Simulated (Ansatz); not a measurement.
**GeSe at a changed volume — Ge-73 NMR of the central transition**

Cell: an entry of the Crystallography Open Database (COD), relaxed with PBE at fixed cell and then changed (volume scaled by 1.04, ions relaxed).

```cif
data_GeSe
_symmetry_space_group_name_H-M 'Pnma'
_symmetry_Int_Tables_number 62
_cell_length_a 10.9624
_cell_length_b 3.9007
_cell_length_c 4.4579
_cell_angle_alpha 90.000
_cell_angle_beta 90.000
_cell_angle_gamma 90.000
loop_
_atom_site_label
_atom_site_type_symbol
_atom_site_symmetry_multiplicity
_atom_site_Wyckoff_symbol
_atom_site_fract_x
_atom_site_fract_y
_atom_site_fract_z
Ge Ge 4 c 0.1231 0.2500 0.1141
Se Se 4 c 0.8536 0.2500 0.5016
```

One atom of each set is listed.

All values are calculated (Ansatz; DFT, PBE, plane waves and PAW, scalar-relativistic, 420 eV cutoff, Γ-centred 4×11×10 k-points, Fermi–Dirac smearing 0.02 eV), not measured.

Ge-73 has I = 9/2 and Q = -196.0 mb (Pyykkö 2018); at 14.1 T its Larmor frequency is ν₀ = 21.0 MHz. Only the quadrupole interaction is simulated: positions count from each site's isotropic chemical shift, and shift anisotropy, dipolar and J coupling are left out.

Task: What does the Ge-73 spectrum (static powder) show for each site?

Result: 

| site | first shell | C_Q (MHz) | η | P_Q (MHz) | δ_QIS (ppm) | breadth (kHz) |
| --- | --- | --- | --- | --- | --- | --- |
| Ge | 3 Se at 2.58–2.61 Å | 29.4 | 0.18 | 29.6 | -2759 | 347 |

δ_QIS = −(ν_Q²/30ν₀²)[I(I+1) − 3/4](1 + η²/3) × 10⁶ ppm with ν_Q = 3|C_Q|/[2I(2I−1)]; it falls as 1/B₀² in ppm, and the breadth as 1/B₀ in kHz.
